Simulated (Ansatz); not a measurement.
# MoS2 under changes of volume

One of the cells (18.982 Å³/atom); the others are scaled copies at fixed shape and fractional positions:

```xyz
3
Lattice="3.2275 0.0000 0.0000 -1.6137 2.7951 0.0000 0.0000 0.0000 6.3125" Properties=species:S:1:pos:R:3 pbc="T T T"
Mo    0.0000    0.0000    3.1562
S     1.6137    0.9317    4.7008
S     0.0000    1.8634    1.6117
```

Measurements of this composition are mostly on another form, of space group No. 194.

| Item | Value |
| --- | --- |
| Program | Ansatz 0.2.0 |
| Functional | r2SCAN |
| Dispersion | D3(BJ) |
| Potentials or basis | Ansatz PAW |
| Cutoff | 500 eV (not typed: the program's choice for these potentials) |
| k mesh | 9 × 9 × 4 |
| Occupations | fermi-dirac, width 0.05 eV |
| Spin | no spin polarisation |

```tsv
volume (Å³/atom)	energy over the lowest point (meV/atom)	pressure (GPa)	largest force (eV/Å)
17.843	20.53	7.8	1.180
18.222	6.33	4.3	0.788
18.602	0.00	1.2	0.425
18.982	0.74	-1.7	0.088
19.361	7.82	-4.2	0.224
19.741	20.58	-6.5	0.513
20.120	?	?	?
```

Q: What does the run at 20.120 Å³/atom give?

A: Energy over the lowest point 38.44 meV/atom; pressure -8.5 GPa; largest force 0.782 eV/Å.

Worked out: A Birch-Murnaghan fit of order 3 (a polynomial in V^(-2/3)) to the other rows has its minimum at 18.75 Å³/atom with B0 = V·E''(V) = 141 GPa and B' = 4.4 at fixed shape and positions, which overstates the stiffness. It gives 38.39 meV/atom at 20.120 Å³/atom, against the run's 38.44, and -dE/dV = -8.5 GPa, against -8.5.

Energies are extrapolated to zero smearing.

Caveats: the PAW data sets come from PBE, with cores solved anew for the run's functional, which leaves a small shift of forces and pressure; the dispersion damping was fitted for another functional or another form of the correction; forces of over 1 eV/Å show positions far from the minimum, so gaps and moduli don't describe the material at rest (some runs).
